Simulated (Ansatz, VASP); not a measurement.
One calculation of MgI2, two programs

File INCAR:

```
SYSTEM = MgI2
  PREC = Accurate
  ENCUT = 520
  EDIFF = 1E-6
  ISMEAR = 0
  SIGMA = 0.05
  LREAL = .False.
  LASPH = .True.
  NELM = 100
  ALGO = Normal
  ISIF = 2
  LWAVE = .False.
  LCHARG = .False.
  NBANDS = 15
```

The input KPOINTS:

```
Automatic mesh
0
Gamma
  6 6 4
  0 0 0
```

The input POSCAR:

```
MgI2
1.0
    4.1537001214      0.0000000000      0.0000000000
   -2.0768500607      3.5972098248      0.0000000000
    0.0000000000      0.0000000000      6.8620000000
Mg I
1 2
Direct
    0.0000000000      0.0000000000      0.0000000000
    0.3333333333      0.6666666667      0.7576300000
    0.6666666667      0.3333333333      0.2423700000
```

Input for Ansatz:

```yaml
crystal:
  lattice:
    - [4.1537001214, 0.0, 0.0]
    - [-2.0768500607, 3.5972098248, 0.0]
    - [0.0, 0.0, 6.862]
  atoms:
    - { symbol: Mg, position: [0.0, 0.0, 0.0] }
    - { symbol: I, position: [0.3333333333, 0.6666666667, 0.75763] }
    - { symbol: I, position: [0.6666666667, 0.3333333333, 0.24237] }
basis:
  ecutwfc: 420
kpoints:
  mp_grid: { grid: [6, 6, 4] }
hamiltonian:
  xc: lda
scf:
  occupations: { method: gaussian, width: 0.05 }
output:
  forces: true
  stress: true
  eigenvalues: true
```

Alike in both runs: task single point; functional LDA; k mesh 6 × 6 × 4; occupations gaussian, width 0.05 eV; no spin polarisation.

|  | VASP | Ansatz |
| --- | --- | --- |
| version | VASP 6.6.1 | Ansatz 0.2.0 |
| potentials or method | VASP PAW LDA potentials, release 64 (Mg, I) | scalar-relativistic, plane waves, PAW |
| plane-wave cutoff (eV) | 520 | 420 |
| valence electrons in the cell | 16 | 44 |

VASP gave:

| Quantity | Value |
| --- | --- |
| gap on the k mesh at the Fermi level (eV) | 3.34 |
| least direct gap on the mesh (eV) | 3.43 |
| pressure (GPa) | -1.5 |
| largest component of the traceless stress (GPa) | 0.22 |
| rms of the force components (eV/Å) | 0.065 |

Problem. Estimate Ansatz's values.

Solution. gap on the k mesh at the Fermi level (eV): 3.36; least direct gap on the mesh (eV): 3.42; pressure (GPa): -1.4; largest component of the traceless stress (GPa): 0.20; rms of the force components (eV/Å): 0.059.

Atom by atom the forces differ by 0.006 eV/Å (rms over components). The two sets of potentials don't hold the same shells in valence.

Caveats: spin-orbit coupling is left out, which moves the levels of the heavy elements. A k mesh can miss the band edges. As with any semilocal functional, this LDA gap is likely too small.
